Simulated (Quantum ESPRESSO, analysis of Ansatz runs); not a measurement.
# A hop of O in Al2O3 (R-3c), charge +2 (Quantum ESPRESSO), part 3 of 3

How high is the barrier when O changes place in Al2O3 (R-3c)? The case: V_O hop (2.5 Å), charge +2, in a cell of 80 host atoms with 1 O taken out.

Quantum ESPRESSO 7.5; Quantum ESPRESSO plane-wave DFT, PBEsol, GBRV 1.5 PBEsol potentials; nudged elastic band between two relaxed defect structures at fixed charge in a uniform background.

So far: The starting structure; Relaxation of the start point, charge +2; Relaxation of the end point, charge +2.

### Step 4. Nudged elastic band, charge +2

3 movable images are laid between the ends by interpolation. Each image feels the true force across the path and a spring force along it. The highest image is set to climb to the top of the path.

This step: Quantum ESPRESSO plane-wave DFT, PBEsol, GBRV 1.5 PBEsol potentials; nudged elastic band between two relaxed defect structures at fixed charge in a uniform background.

neb.in

```
BEGIN
BEGIN_PATH_INPUT
&PATH
  restart_mode = 'from_scratch'
  string_method = 'neb'
  nstep_path = 45
  ds = 1.5
  opt_scheme = 'broyden'
  num_of_images = 5
  k_max = 0.3
  k_min = 0.2
  CI_scheme = 'auto'
  path_thr = 0.06
/
END_PATH_INPUT
BEGIN_ENGINE_INPUT
&CONTROL
  prefix = 'pwscf'
  outdir = './tmp'
  pseudo_dir = './pseudo'
  disk_io = 'low'
/
&SYSTEM
  ibrav = 0
  nat = 79
  ntyp = 2
  ecutwfc = 36
  ecutrho = 288
  nbnd = 192
  occupations = 'fixed'
  tot_charge = 2
  nosym = .true.
/
&ELECTRONS
  conv_thr = 8d-08
  electron_maxstep = 100
  mixing_beta = 0.5
/
ATOMIC_SPECIES
Al    26.9815 al_pbesol_v1.uspp.F.UPF
O     15.9990 o_pbesol_v1.2.uspp.F.UPF
CELL_PARAMETERS angstrom
   4.7750098375    2.7568532680    8.6755442391
  -4.7750098375    2.7568532680    8.6755442391
   0.0000000000   -5.5137065361    8.6755442391
BEGIN_POSITIONS
FIRST_IMAGE
ATOMIC_POSITIONS crystal
Al     0.3211396949    0.3215847494    0.3216125134
Al     0.3955700666    0.4467370620    0.4185480028
Al     0.0738447421    0.0748146025    0.0730647493
Al     0.1864588136    0.1723558768    0.1711084539
O      0.2220765778    0.0282752822    0.3751611386
O      0.4714640513    0.1243124121    0.2803465957
O      0.0407713868    0.3729550802    0.2193618196
O      0.3812170364    0.2205178986    0.0230210935
O      0.1246168758    0.2759518713    0.4745485752
O      0.2793426231    0.4727810568    0.1240224159
Al     0.3246217071    0.3260544569    0.8193728837
Al     0.4266666088    0.4248361937    0.9267706588
Al     0.0742337014    0.0724781164    0.5745568583
Al     0.1750304808    0.1758845666    0.6779928851
O      0.2239520337    0.0281746783    0.8746865071
O      0.4782541185    0.1301441104    0.7650488317
O      0.0272404315    0.3752901257    0.7221727642
O      0.3791292340    0.2256341062    0.5270317953
O      0.1271333705    0.2779845851    0.9708454292
O      0.2783831653    0.4735958072    0.6213107636
Al     0.3224799539    0.8244430237    0.3263277742
Al     0.4254831137    0.9242385088    0.4285643633
Al     0.0771421711    0.5753785958    0.0704522358
Al     0.1721960469    0.6799571619    0.1750489052
O      0.2085077958    0.5310856517    0.3775316934
O      0.4702582240    0.6232346716    0.2807548877
O      0.0245742213    0.8778773313    0.2236064774
O      0.3730731778    0.7211772547    0.0314247061
O      0.1222928085    0.7795449213    0.4724608319
O      0.2786248908    0.9723230991    0.1252969674
Al     0.3234370158    0.8208203222    0.8254544388
Al     0.4241241736    0.9241830411    0.9295945489
Al     0.0628666068    0.5793071916    0.5781123738
Al     0.1754922258    0.6773909562    0.6756310618
O      0.2248100551    0.5268647341    0.8725384982
O      0.4721923211    0.6219973113    0.7779483483
O      0.0253748276    0.8757678064    0.7222777309
O      0.3743518109    0.7216602357    0.5285868863
O      0.1246430401    0.7780304833    0.9724173857
O      0.2787625319    0.9723817058    0.6260182976
Al     0.8537232099    0.3319217187    0.3036890255
Al     0.9281072937    0.4289012384    0.4288752598
Al     0.5740070692    0.0718891311    0.0800166853
Al     0.6757290863    0.1776383268    0.1773387618
O      0.7168715140    0.0377222431    0.3784729792
O      0.9709773628    0.1291420369    0.2768012678
O      0.5270240929    0.3760699203    0.2287979083
O      0.8749795335    0.2219080541    0.0288154111
O      0.7790472470    0.4697499467    0.1271815664
Al     0.8238084406    0.3219256318    0.8262454918
Al     0.9268759622    0.4241352337    0.9259998777
Al     0.5669912905    0.0557344014    0.5849912349
Al     0.6823536231    0.1654572364    0.6946936453
O      0.7230239599    0.0209882402    0.8845276597
O      0.9704525980    0.1244714687    0.7780918861
O      0.5324591479    0.3719899955    0.7127348890
O      0.8701472741    0.2234573135    0.5247999551
O      0.6243575373    0.2778578141    0.9738154026
O      0.7778449095    0.4701499524    0.6261512596
Al     0.8226602537    0.8237259488    0.3256142199
Al     0.9247888166    0.9310129684    0.4243959364
Al     0.5744314942    0.5744317913    0.0726394928
Al     0.6748761755    0.6777903897    0.1760963677
O      0.7223003805    0.5216547106    0.3744005199
O      0.9699601673    0.6264505387    0.2776984795
O      0.5274472705    0.8738123694    0.2241948529
O      0.8762576206    0.7190303132    0.0292580001
O      0.6249521756    0.7766903084    0.4726326447
O      0.7771298977    0.9725331636    0.1284541014
Al     0.8251949830    0.8208370003    0.8263367428
Al     0.9258380193    0.9250271289    0.9296302270
Al     0.5735614516    0.5731592911    0.5728632502
Al     0.6752917710    0.6704924204    0.6785743502
O      0.7218746556    0.5263169521    0.8766182007
O      0.9707364665    0.6251534447    0.7781283902
O      0.5262292649    0.8659637452    0.7294662766
O      0.8681102010    0.7274643686    0.5299729661
O      0.6246350644    0.7779898293    0.9725146359
O      0.7711275808    0.9854134936    0.6202700188
INTERMEDIATE_IMAGE
ATOMIC_POSITIONS crystal
Al     0.3209584277    0.3222683697    0.3223191236
Al     0.4026612200    0.4421563606    0.4201834372
[... 77 atom lines left out ...]
INTERMEDIATE_IMAGE
ATOMIC_POSITIONS crystal
Al     0.3207798859    0.3229421591    0.3230175378
Al     0.4096616301    0.4376328797    0.4217973282
[... 77 atom lines left out ...]
INTERMEDIATE_IMAGE
ATOMIC_POSITIONS crystal
Al     0.3206031254    0.3236153166    0.3237170969
Al     0.4166603464    0.4331054479    0.4234142877
[... 77 atom lines left out ...]
LAST_IMAGE
ATOMIC_POSITIONS crystal
Al     0.3204273278    0.3242964096    0.3244286154
Al     0.4237631324    0.4285050328    0.4250537928
[... 13 atom lines left out ...]
O      0.4851750430    0.1190624052    0.7719422605
[... 1 atom line left out ...]
O      0.3654883242    0.2283907539    0.5271640182
[... 22 atom lines left out ...]
Al     0.8255848737    0.3183535265    0.3254917616
[... 3 atom lines left out ...]
O      0.7252423506    0.0258538599    0.3801383126
O      0.9731137608    0.1201817271    0.2793447210
[... 5 atom lines left out ...]
Al     0.5552843831    0.0838863099    0.5678798922
Al     0.6650810713    0.1936127580    0.6832380231
[... 2 atom lines left out ...]
O      0.5205662768    0.3833279377    0.7241069214
O      0.8716018332    0.2115142738    0.5333154519
[... 3 atom lines left out ...]
Al     0.9463276573    0.9173755730    0.3965866529
[... 8 atom lines left out ...]
Al     0.8314926452    0.8026325032    0.8546250300
[... 8 atom lines left out ...]
O      0.6296217297    1.2640799740    0.4791478249
END_POSITIONS
K_POINTS gamma
END_ENGINE_INPUT
END
```

Run with:

```console
$ OMP_NUM_THREADS=1 mpirun -n 4 neb.x -ni 2 -inp neb.in > neb.out
```

The log of the run:

```text
[shortened: banners, details of potentials and solvers, and blank lines are left out]
[banner, memory and clock lines left out]
     path-images division:  nimage    =       2
     initial path length           =  4.6626 bohr
     initial inter-image distance  =  1.1656 bohr
     string_method                 =    neb
     restart_mode                  =    from_scratch
     opt_scheme                    =    broyden
     num_of_images                 =    5
     nstep_path                    =    45
     CI_scheme                     =    auto
     first_last_opt                =    F
     use_freezing                  =    F
     ds                            =    1.5000 a.u.
     k_max                         =    0.3000 a.u.
     k_min                         =    0.2000 a.u.
     path_thr                      =    0.0600 eV / A
     ------------------------------ iteration   1 ------------------------------
     activation energy (->) =   2.637735 eV
     activation energy (<-) =   2.637618 eV
     image        energy (eV)        error (eV/A)        frozen
         1     -23675.9972737            0.020712            T
         2     -23674.6534736            3.389944            F
         3     -23673.3595383            4.544427            F
         4     -23674.6545326            2.669786            F
         5     -23675.9971566            0.028555            T
     climbing image =  3
     path length          =  4.663 bohr
     inter-image distance =  1.166 bohr
     ------------------------------ iteration   2 ------------------------------
     activation energy (->) =   1.552052 eV
     activation energy (<-) =   1.551935 eV
     image        energy (eV)        error (eV/A)        frozen
         1     -23675.9972737            0.020712            T
         2     -23675.0663398            1.236683            F
         3     -23674.4452217            1.524053            F
         4     -23675.0679309            1.238893            F
         5     -23675.9971566            0.028555            T
     climbing image =  3
     path length          =  4.747 bohr
[...]
------------------------------ iteration   3 ------------------------------
     activation energy (->) =   1.262412 eV
     activation energy (<-) =   1.262295 eV
     image        energy (eV)        error (eV/A)        frozen
         1     -23675.9972737            0.020712            T
         2     -23675.2223109            0.624275            F
         3     -23674.7348614            0.887674            F
         4     -23675.2240215            0.627100            F
         5     -23675.9971566            0.028555            T
     climbing image =  3
     path length          =  4.830 bohr
[...]
------------------------------ iteration   4 ------------------------------
     activation energy (->) =   1.119312 eV
     activation energy (<-) =   1.119195 eV
     image        energy (eV)        error (eV/A)        frozen
         1     -23675.9972737            0.020712            T
         2     -23675.2939519            0.230381            F
         3     -23674.8779613            0.281540            F
         4     -23675.2955175            0.232190            F
         5     -23675.9971566            0.028555            T
     climbing image =  3
     path length          =  4.937 bohr
[...]
------------------------------ iteration   5 ------------------------------
     activation energy (->) =   1.070298 eV
     activation energy (<-) =   1.070181 eV
     image        energy (eV)        error (eV/A)        frozen
         1     -23675.9972737            0.020712            T
         2     -23675.3229534            0.155170            F
         3     -23674.9269758            0.260748            F
         4     -23675.3243919            0.153305            F
         5     -23675.9971566            0.028555            T
     climbing image =  3
     path length          =  4.977 bohr
[...]
------------------------------ iteration   6 ------------------------------
     activation energy (->) =   1.011382 eV
     activation energy (<-) =   1.011265 eV
     image        energy (eV)        error (eV/A)        frozen
         1     -23675.9972737            0.020712            T
         2     -23675.3541659            0.105181            F
         3     -23674.9858919            0.166502            F
         4     -23675.3553547            0.080891            F
         5     -23675.9971566            0.028555            T
     climbing image =  3
     path length          =  5.070 bohr
[...]
------------------------------ iteration   7 ------------------------------
     activation energy (->) =   0.990687 eV
     activation energy (<-) =   0.990570 eV
     image        energy (eV)        error (eV/A)        frozen
         1     -23675.9972737            0.020712            T
         2     -23675.3636414            0.071135            F
         3     -23675.0065863            0.109280            F
         4     -23675.3647296            0.081575            F
         5     -23675.9971566            0.028555            T
     climbing image =  3
     path length          =  5.109 bohr
[...]
------------------------------ iteration   8 ------------------------------
     activation energy (->) =   0.973634 eV
     activation energy (<-) =   0.973517 eV
     image        energy (eV)        error (eV/A)        frozen
         1     -23675.9972737            0.020712            T
         2     -23675.3702763            0.060743            F
         3     -23675.0236397            0.083529            F
         4     -23675.3712456            0.060358            F
         5     -23675.9971566            0.028555            T
     climbing image =  3
     path length          =  5.153 bohr
[...]
------------------------------ iteration   9 ------------------------------
     activation energy (->) =   0.962445 eV
     activation energy (<-) =   0.962328 eV
     image        energy (eV)        error (eV/A)        frozen
         1     -23675.9972737            0.020712            T
         2     -23675.3730465            0.063236            F
         3     -23675.0348287            0.065193            F
         4     -23675.3738763            0.063134            F
         5     -23675.9971566            0.028555            T
     climbing image =  3
     path length          =  5.216 bohr
[...]
------------------------------ iteration  10 ------------------------------
     activation energy (->) =   0.960982 eV
     activation energy (<-) =   0.960865 eV
     image        energy (eV)        error (eV/A)        frozen
         1     -23675.9972737            0.020712            T
         2     -23675.3740813            0.048732            F
         3     -23675.0362914            0.056160            F
         4     -23675.3749006            0.048665            F
         5     -23675.9971566            0.028555            T
     climbing image =  3
     path length          =  5.217 bohr
     inter-image distance =  1.304 bohr
     neb: convergence achieved in  10 iterations
```

It took 17 min on 4 MPI ranks of Arm Neoverse V1, shared host; peak memory 1.7 GiB.

Images along the path:

```tsv
image	path (Å)	energy (eV)	O79: x, y, z (Å)
0	0.000	0.0000	-1.023, 1.423, 20.620
1	0.756	0.6232	-1.459, 1.873, 20.585
2	1.380	0.9610	-1.890, 2.236, 20.603
3	2.004	0.6224	-2.421, 2.427, 20.621
4	2.761	0.0001	-3.030, 2.579, 20.586
```

Read from the output:

```
barrier forward  : 0.9610 eV
barrier backward : 0.9609 eV
end less start   : 1.17e-4 eV
hop length       : 2.316 Å
```

The band met its tolerance of 0.06 eV/Å after 10 iterations, with image 2 on top (the start counts as 0). O79, which moves farthest between the ends, has 4 Al at 1.88 to 1.97 Å nearest at the start and 2 Al at 1.81 Å at the top.

### Step 5. Summary of results

| Property | Result |
| --- | --- |
| barrier forward | 0.96 eV |
| barrier backward | 0.96 eV |
| end less start | 0.00 eV |
| hop length | 2.32 Å |
| band iterations, as the log counts them | 10 |

In words: The top of the band lies 0.96 eV above the start and 0.96 eV above the end, which are alike in energy and neighbours. With an assumed prefactor of 1e13 per second it gives one hop a second along this one path at about 370 K; whether such hops link up through the crystal wasn't checked. The order of the top as a saddle was not checked for all atoms, so a bent path could be lower. No image-charge correction is applied; it largely cancels along a path if the charge stays localised alike. Keep in mind: sampling at the zone centre alone can move energies of charged and open-shell states by tenths of an eV or more in cells of this size. The cutoff of 36 Ry is under the 40 Ry advised for these potentials.

[Logs are printed without paths, hosts, clocks, repeated set-up lines and the standing remarks that a program may print on its own settings, such as how far it seeks lower states.]

[Hosts, paths, dates, database ids (printed as entryN), source tags and the programs' standing remarks are cut or masked in the printed files.]
